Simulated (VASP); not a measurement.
Input of a VASP 6.6.1 run:

INCAR

```
PREC = Accurate
ENCUT = 520
EDIFF = 1E-7
ISMEAR = 0
SIGMA = 0.02
LREAL = F
LASPH = T
NELM = 100
ALGO = Fast
ISIF = 2
LWAVE = F
LCHARG = F
GGA = PS
NBANDS = 26
```

Contents of KPOINTS:

```
Automatic mesh
0
Gamma
  9 9 6
```

Contents of POSCAR:

```
ZnO
1.0
    3.2300572021      0.0000000000      0.0000000000
   -1.6150286011      2.7973115927      0.0000000000
    0.0000000000      0.0000000000      5.2141142731
Zn O
2 2
Direct
    0.3333333333      0.6666666667      0.5000326400
    0.6666666667      0.3333333333      0.0000326400
    0.6666666667      0.3333333333      0.3789773600
    0.3333333333      0.6666666667      0.8789773600
```

Potentials or basis: VASP PAW PBE potentials, release 64 (Zn, O).

Run with:

```sh
$ cat potpaw_PBE.64/Zn/POTCAR potpaw_PBE.64/O/POTCAR > POTCAR
$ mpirun -np 1 vasp_std > vasp.out
```

(1) What does it give for the pressure?

(2) What does it give for the band gap on the k mesh?

Results:

(1) 1.0 GPa.

(2) 0.69 eV, direct.

Caveat: the PAW data sets were made with another functional, which shifts forces and pressure a little.

**Experimental background.**

“Electronic structure of alkaline earth and post-transition metal oxides”, 2009, arxiv:0908.1581 quotes, for a bulk crystal of ZnO: band gap 3.37 eV.

Measured gap of ZnO: 3.37 eV (quoted in “Electronic structure of alkaline earth and post-transition metal oxides”, 2009, arxiv:0908.1581). This calculation gives 0.69 eV (-2.68 eV). So large a miss can be the level of theory's own, or it may mean another phase, state or a wrong row. The value is that of PBEsol, without temperature or zero-point motion. Semilocal functionals fall short of measured gaps as a rule.
